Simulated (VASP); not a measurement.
Input of a VASP 6.6.1 run:

File INCAR:

```
PREC = Accurate
ENCUT = 520
EDIFF = 1E-7
ISMEAR = 0
SIGMA = 0.02
LREAL = False
LASPH = True
NELM = 100
ALGO = Normal
ISIF = 3
LWAVE = False
LCHARG = False
GGA = PE
IBRION = 2
NSW = 80
EDIFFG = -0.002
KPAR = 4
```

The input KPOINTS:

```
regular mesh
0
Gamma
  15 15 6
```

POSCAR

```
BN
1.0
    2.4982400000      0.0000000000      0.0000000000
   -1.2491200000      2.1635393000      0.0000000000
    0.0000000000      0.0000000000      6.6357000000
B N
2 2
Direct
    0.3333333300      0.6666666700      0.2500000000
    0.6666666700      0.3333333300      0.7500000000
    0.3333333300      0.6666666700      0.7500000000
    0.6666666700      0.3333333300      0.2500000000
```

Potentials or basis: VASP PAW PBE potentials, release 64 (B, N).

Run with:

```console
$ cat potpaw_PBE.64/B/POTCAR potpaw_PBE.64/N/POTCAR > POTCAR
$ mpirun -np 4 vasp_std > vasp.out
```

(1) Predict the relaxed volume.

(2) Predict the space group after relaxing (to 0.05 Å).

(3) Estimate the band gap on the k mesh.

Results:

(1) 9.92 Å³/atom.

(2) P6_3/mmc (No. 194).

(3) 4.43 eV, indirect (least direct gap 4.64 eV).

Caveat: an odd mesh through Γ misses points on the zone boundary, where band edges often lie; this functional lacks dispersion, which binds the layers, so the pressure and a relaxed spacing across them are unreliable; the volume moved by +11 % from the deposited cell, more than functionals usually miss.
